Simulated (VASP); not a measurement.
# MgSi (P4/mmm) in VASP: notebook

The runs below take MgSi through single point, with r2SCAN.

Program: VASP 6.6.1. These are calculated values, not measurements. Logs are shortened: lines on timing, memory, paths and dates and some standing lists are left out, and cuts for length are marked.

## 1. The crystal as given

It takes space group P4/mmm (No. 123, tetragonal). The conventional cell has a = 2.908 Å, b = 2.908 Å, c = 4.103 Å, α = 90.00°, β = 90.00°, γ = 90.00°. Mg (site symmetry 4/mmm) is surrounded by 8 Si at 2.90 Å and 4 Mg at 2.91 Å. Si (site symmetry 4/mmm) is surrounded by 8 Mg at 2.90 Å and 4 Si at 2.91 Å.

The cell comes from a database or a generator and needn't be the stable form of this composition.

## 2. Single point, r2SCAN

POSCAR reads:

```
MgSi
1.0
    2.9083940000      0.0000000000      0.0000000000
    0.0000000000      2.9083940000      0.0000000000
    0.0000000000      0.0000000000      4.1034270000
Mg Si
1 1
Direct
    0.0000000000      0.0000000000      0.0000000000
    0.5000000000      0.5000000000      0.5000000000
```

INCAR.step1 reads:

```
SYSTEM = MgSi
PREC = Accurate
ENCUT = 520
ISMEAR = 0
SIGMA = 0.15
LREAL = .False.
LASPH = .True.
NELM = 100
NBANDS = 10
GGA = PE
ALGO = Normal
EDIFF = 1E-4
LWAVE = .True.
LCHARG = .False.
```

INCAR.step2 reads:

```
SYSTEM = MgSi
PREC = Accurate
ENCUT = 520
EDIFF = 1E-6
ISMEAR = 0
SIGMA = 0.15
LREAL = .False.
LASPH = .True.
NELM = 100
ALGO = Normal
ISIF = 2
LWAVE = .False.
LCHARG = .False.
METAGGA = R2SCAN
LMIXTAU = .True.
NBANDS = 10
ISTART = 1
```

KPOINTS reads:

```
regular mesh
0
Gamma
  18 18 14
  0 0 0
```

Potentials or basis: VASP PAW PBE potentials, release 64 (Mg, Si).

Command:

```bash
$ cat potpaw_PBE.64/Mg/POTCAR potpaw_PBE.64/Si/POTCAR > POTCAR
$ cp INCAR.step1 INCAR
$ mpirun -np 1 vasp_std > vasp.out
$ cp INCAR.step2 INCAR
$ mpirun -np 1 vasp_std > vasp.out
```

OUTCAR:

```text
SYSTEM = MgSi
   PREC = Accurate
   ENCUT = 520
   EDIFF = 1E-6
   ISMEAR = 0
   LREAL = .False.
   LASPH = .True.
   NELM = 100
   ISIF = 2
   METAGGA = R2SCAN
   ISTART = 1

 ion  position               nearest neighbor table
   1  0.000  0.000  0.000-   2 2.90   2 2.90   2 2.90   2 2.90   2 2.90   2 2.90   2 2.90   2 2.90

   2  0.500  0.500  0.500-   1 2.90   1 2.90   1 2.90   1 2.90   1 2.90   1 2.90   1 2.90   1 2.90

  LATTYP: Found a simple tetragonal cell.
 ALAT       =     2.9083940000
 C/A-ratio  =     1.4108910278

  Lattice vectors:

 A1 = (   2.9083940000,   0.0000000000,   0.0000000000)
 A2 = (   0.0000000000,   2.9083940000,   0.0000000000)
 A3 = (   0.0000000000,   0.0000000000,   4.1034270000)

Analysis of symmetry for initial positions (statically):
=====================================================================
 Subroutine PRICEL returns:
 Original cell was already a primitive cell.

 Routine SETGRP: Setting up the symmetry group for a
 simple tetragonal supercell.

 Subroutine GETGRP returns: Found 16 space group operations
 (whereof 16 operations were pure point group operations)
 out of a pool of 16 trial point group operations.

The static configuration has the point symmetry D_4h.

Analysis of symmetry for dynamics (positions and initial velocities):
=====================================================================
 Subroutine PRICEL returns:
 Original cell was already a primitive cell.

 Routine SETGRP: Setting up the symmetry group for a
 simple tetragonal supercell.

 Subroutine GETGRP returns: Found 16 space group operations
 (whereof 16 operations were pure point group operations)
 out of a pool of 16 trial point group operations.

The dynamic configuration has the point symmetry D_4h.

 Subroutine INISYM returns: Found 16 space group operations
 (whereof 16 operations are pure point group operations),
 and found     1 'primitive' translations

----------------------------------------------------------------------------------------

                                     Primitive cell

  volume of cell :      34.7099

  direct lattice vectors                    reciprocal lattice vectors
     2.908394000  0.000000000  0.000000000     0.343832369  0.000000000  0.000000000
     0.000000000  2.908394000  0.000000000     0.000000000  0.343832369  0.000000000
     0.000000000  0.000000000  4.103427000     0.000000000  0.000000000  0.243698743

  length of vectors
     2.908394000  2.908394000  4.103427000     0.343832369  0.343832369  0.243698743

  position of ions in fractional coordinates (direct lattice)
     0.000000000  0.000000000  0.000000000
     0.500000000  0.500000000  0.500000000

  ion indices of the primitive-cell ions
   primitive index   ion index
                 1           1
                 2           2

----------------------------------------------------------------------------------------

 KPOINTS: regular mesh

Automatic generation of k-mesh.
 Grid dimensions read from file:
 generate k-points for:   18   18   14

 Generating k-lattice:

  Cartesian coordinates                     Fractional coordinates (reciprocal lattice)
     0.019101798  0.000000000  0.000000000     0.055555556  0.000000000  0.000000000
     0.000000000  0.019101798  0.000000000     0.000000000  0.055555556  0.000000000
     0.000000000  0.000000000  0.017407053     0.000000000  0.000000000  0.071428571

  Length of vectors
     0.019101798  0.019101798  0.017407053

  Shift w.r.t. Gamma in fractional coordinates (k-lattice)
     0.000000000  0.000000000  0.000000000

 Subroutine IBZKPT returns following result:
 ===========================================

 Found    440 irreducible k-points:

 Following reciprocal coordinates:
            Coordinates               Weight
  0.000000  0.000000  0.000000      1.000000
  0.055556  0.000000  0.000000      4.000000
  0.111111  0.000000  0.000000      4.000000
  0.166667  0.000000  0.000000      4.000000
  0.222222  0.000000  0.000000      4.000000
  0.277778  0.000000  0.000000      4.000000
[... 16 lines left out ...]
  0.277778  0.111111  0.000000      8.000000
  0.333333  0.111111  0.000000      8.000000
 [... further k-points ...]
   k-points           NKPTS =    440   k-points in BZ     NKDIM =    440   number of bands    NBANDS=     10
   number of dos      NEDOS =    301   number of ions     NIONS =      2
   total plane-waves  NPLWV =  18432
   dimension x,y,z NGX =    24 NGY =   24 NGZ =   32
   dimension x,y,z NGXF=    48 NGYF=   48 NGZF=   64
   ions per type =               1   1
   NGX,Y,Z   is equivalent  to a cutoff of  13.72, 13.72, 12.96 a.u.
   NGXF,Y,Z  is equivalent  to a cutoff of  27.44, 27.44, 25.93 a.u.
 SYSTEM =  MgSi
   PREC   = accura    normal or accurate (medium, high low for compatibility)
   ISTART =      1    job   : 0-new  1-cont  2-samecut
   ICHARG =      0    charge: 1-file 2-atom 10-const
   ISPIN  =      1    spin polarized calculation?
   LNONCOLLINEAR =      F non collinear calculations
   LSORBIT =      F    spin-orbit coupling
   LASPH  =      T    aspherical Exc in radial PAW
   ENCUT  =  520.0 eV  38.22 Ry    6.18 a.u.   5.41  5.41  7.63*2*pi/ulx,y,z
   NELM   =    100;   NELMIN=  2; NELMDL=  0     # of ELM steps
   EDIFF  = 0.1E-05   stopping-criterion for ELM
   LREAL  =      F    real-space projection
   EDIFFG = 0.1E-04   stopping-criterion for IOM
   NSW    =      0    number of steps for IOM
   IBRION =     -1    ionic relax: 0-MD 1-quasi-New 2-CG
   NFREE  =      0    steps in history (QN), initial steepest desc. (CG)
   ISIF   =      2    stress and relaxation
   ISYM   =      2    0-nonsym 1-usesym 2-fastsym
   POTIM  = 0.5000    time-step for ionic-motion
   TEBEG  =    0.0;   TEEND  =   0.0 temperature during run
   PSTRESS=    0.0 pullay stress
   NELECT =       6.0000    total number of electrons
   NUPDOWN=      -1.0000    fix difference up-down
   EMIN   =  10.00;   EMAX   =-10.00  energy-range for DOS
   EFERMI =   0.00;   METHOD = LEGACY
   ISMEAR =     0;   SIGMA  =   0.15  broadening in eV -4-tet -1-fermi 0-gaus
   EFERMI_NEDOS =   21; number of points for ismear=-14 and -15
   IALGO  =     38    algorithm
   IMIX   =      4    mixing-type and parameters
     AMIX     =   0.40;   BMIX     =  1.00
     AMIX_MAG =   1.60;   BMIX_MAG =  1.00
  volume/ion in A,a.u.               =      17.35       117.12
  Fermi-wavevector in a.u.,A,eV,Ry     =   0.911957  1.723348 11.315488  0.831665
  Thomas-Fermi vector in A             =   2.036296
   LORBIT       =      0    0 simple, 1 ext, 2 COOP (PROOUT), +10 PAW based schemes
   METAGGA = R2SCAN    functional components
   LHFCALC =     F    Hartree Fock is set to
   AEXX    =    0.0000 exact exchange contribution
   IVDW    =     0    specifies the selected vdW correction
   LEPSILON=     F    determine dielectric tensor
   LRPA    =     F    only Hartree local field effects (RPA)
 non-spin polarized calculation
 Gauss-broadening in eV      SIGMA  =   0.15
  energy-cutoff  :      520.00
  volume of cell :       34.71
 maximum number of plane-waves:       952
 NGX is ok and might be reduce to    24
   NGX = 11   NGY = 11   NGZ = 15

 number of electron       6.0000000 magnetization

 Free energy of the ion-electron system (eV)
  ---------------------------------------------------
  ext. energy  EPLUGINS =         0.00000000
  ---------------------------------------------------
  free energy    TOTEN  =       -12.61971386 eV

  energy without entropy =      -12.61183923  energy(sigma->0) =      -12.61577655

 E-fermi :   6.1714     XC(G=0): -10.4858

 val. band max:        6.1568143659   @ k =   0.5000   0.1111   0.2857
 cond. band min:       6.1769408490   @ k =   0.4444   0.2222   0.0714
 fundamental gap:      0.0201264831
 Fermi energy:         6.1714025750

 k-point     1 :       0.0000    0.0000    0.0000
  band No.  band energies     occupation
      1      -5.7477      2.00000
      2       3.1148      2.00000
      3       5.2859      2.00000
      4      10.8393      0.00000
      5      10.8393      0.00000
      6      11.8702      0.00000
      7      15.4210      0.00000
      8      19.4272      0.00000
      9      19.4272      0.00000
     10      19.9268      0.00000

 k-point     2 :       0.0556    0.0000    0.0000
  band No.  band energies     occupation
      1      -5.6925      2.00000
      2       3.1637      2.00000
      3       5.3408      2.00000
      4       9.7700      0.00000
      5      10.8834      0.00000
      6      12.6483      0.00000
      7      15.8222      0.00000
      8      18.4805      0.00000
      9      19.3957      0.00000
     10      19.4798      0.00000

 k-point     3 :       0.1111    0.0000    0.0000
  band No.  band energies     occupation
      1      -5.5271      2.00000
      2       3.3099      2.00000
      3       5.5031      2.00000
      4       8.2478      0.00000
      5      11.0147      0.00000
      6      13.3641      0.00000
      7      16.8312      0.00000
      8      16.9700      0.00000
      9      18.5150      0.00000
     10      19.6370      0.00000

 k-point     4 :       0.1667    0.0000    0.0000
  band No.  band energies     occupation
      1      -5.2529      2.00000
      2       3.5517      2.00000
      3       5.7520      1.99992
      4       6.7409      0.00000
      5      11.2306      0.00000
      6      13.8621      0.00000
      7      15.4416      0.00000
      8      16.7426      0.00000
      9      19.0733      0.00000
     10      19.8970      0.00000

 k-point     5 :       0.2222    0.0000    0.0000
  band No.  band energies     occupation
      1      -4.8722      2.00000
      2       3.8854      2.00000
      3       5.1761      2.00000
      4       6.2221      0.63288
      5      11.5255      0.00000
      6      13.9849      0.00000
      7      14.3091      0.00000
      8      15.6451      0.00000
      9      20.2561      0.00000
     10      20.7895      0.00000

 k-point     6 :       0.2778    0.0000    0.0000
  band No.  band energies     occupation
      1      -4.3896      2.00000
      2       3.8075      2.00000
      3       4.3037      2.00000
      4       6.6813      0.00000
      5      11.8887      0.00000
      6      12.6337      0.00000
      7      14.2825      0.00000
      8      14.9934      0.00000
      9      20.2109      0.00000
     10      20.7069      0.00000
[... 183 lines left out ...]
 k-point    21 :       0.1667    0.1111    0.0000
  band No.  band energies     occupation
      1      -5.0330      2.00000
      2       3.7476      2.00000
      3       5.9693      1.94331
      4       6.8336      0.00000
      5       8.9925      0.00000
      6      15.6369      0.00000
      7      15.8694      0.00000
      8      17.2115      0.00000
      9      17.4394      0.00000
     10      18.8636      0.00000

 k-point    22 :       0.2222    0.1111    0.0000
  band No.  band energies     occupation
      1      -4.6529      2.00000
      2       4.0820      2.00000
      3       5.3502      2.00000
      4       6.4224      0.01797
      5       9.2540      0.00000
      6      14.1816      0.00000
      7      15.4634      0.00000
      8      17.0179      0.00000
      9      17.7741      0.00000
     10      19.0485      0.00000

 k-point    23 :       0.2778    0.1111    0.0000
  band No.  band energies     occupation
      1      -4.1709      2.00000
      2       3.9968      2.00000
      3       4.5012      2.00000
      4       6.8853      0.00000
      5       9.6413      0.00000
      6      12.8293      0.00000
      7      14.4503      0.00000
      8      17.1783      0.00000
      9      18.0807      0.00000
     10      18.1994      0.00000

 k-point    24 :       0.3333    0.1111    0.0000
  band No.  band energies     occupation
      1      -3.5966      2.00000
      2       2.7194      2.00000
      3       4.9895      2.00000
      4       7.4555      0.00000
      5      10.1040      0.00000
      6      11.6089      0.00000
      7      13.3532      0.00000
      8      16.5562      0.00000
      9      18.0435      0.00000
     10      18.6967      0.00000

 [... further k-points ...]

------------------------ aborting loop because EDIFF is reached ----------------------------------------

  FORCE on cell =-STRESS in cart. coord.  units (eV):
  Direction    XX          YY          ZZ          XY          YZ          ZX
  --------------------------------------------------------------------------------------
  -------------------------------------------------------------------------------------
  Total       -0.0491470     -0.0491470     -0.9121977      0.0000000      0.0000000      0.0000000
  in kB       -2.2685831     -2.2685831    -42.1062312      0.0000000      0.0000000      0.0000000
  external PRESSURE =     -15.5477991 kB  Pullay stress =       0.0000000 kB

 VOLUME and BASIS-vectors are now :
 -----------------------------------------------------------------------------
  energy-cutoff  :      520.00
  volume of cell :       34.71
      direct lattice vectors                 reciprocal lattice vectors
     2.908394000  0.000000000  0.000000000     0.343832369  0.000000000  0.000000000
     0.000000000  2.908394000  0.000000000     0.000000000  0.343832369  0.000000000
     0.000000000  0.000000000  4.103427000     0.000000000  0.000000000  0.243698743

 POSITION                                       TOTAL-FORCE (eV/Angst)
 -----------------------------------------------------------------------------------
      0.00000      0.00000      0.00000         0.000000      0.000000      0.000000
      1.45420      1.45420      2.05171         0.000000      0.000000      0.000000
 -----------------------------------------------------------------------------------
    total drift:                               -0.000000     -0.000000     -0.000000

  FREE ENERGIE OF THE ION-ELECTRON SYSTEM (eV)
  ---------------------------------------------------
  free  energy   TOTEN  =       -12.6197138609 eV

  energy  without entropy=      -12.6118392329  energy(sigma->0) =      -12.61577655
```

It took 1.9 min on 1 thread of Intel Xeon 6975P-C (Granite Rapids), shared host; peak memory 0.29 GiB.

Results:

```yaml
Free_energy: -12.6197 eV
Pressure: -1.6 GPa
Band_gap_on_the_k_mesh: none (metal or under the smearing width)
```

Levels at points of the mesh, in eV from the Fermi level:
```
           k point  band 1  band 2  band 3  band 4  band 5  band 6  band 7  band 8
(0.00, 0.00, 0.00)  -11.92   -3.06   -0.89    4.67    4.67    5.70    9.25   13.26
(0.50, 0.00, 0.00)   -8.37   -6.19   -0.20    2.73    3.11    4.62    7.02   10.81
(0.50, 0.50, 0.00)   -4.55   -3.34   -3.34    0.71    2.88    5.83    5.83    6.77
(0.00, 0.00, 0.50)  -10.84   -7.52    5.18    5.18    7.12    8.20    9.01    9.24
(0.50, 0.00, 0.50)   -7.40   -5.21   -4.12   -1.47    7.64   10.59   11.03   11.73
(0.50, 0.50, 0.50)   -3.41   -2.53   -2.53   -0.75    1.29    1.29    1.59    5.99
```

Caveat: the PAW data sets were made with another functional, which shifts forces and pressure a little.

(Continued in part 2 of 2.)
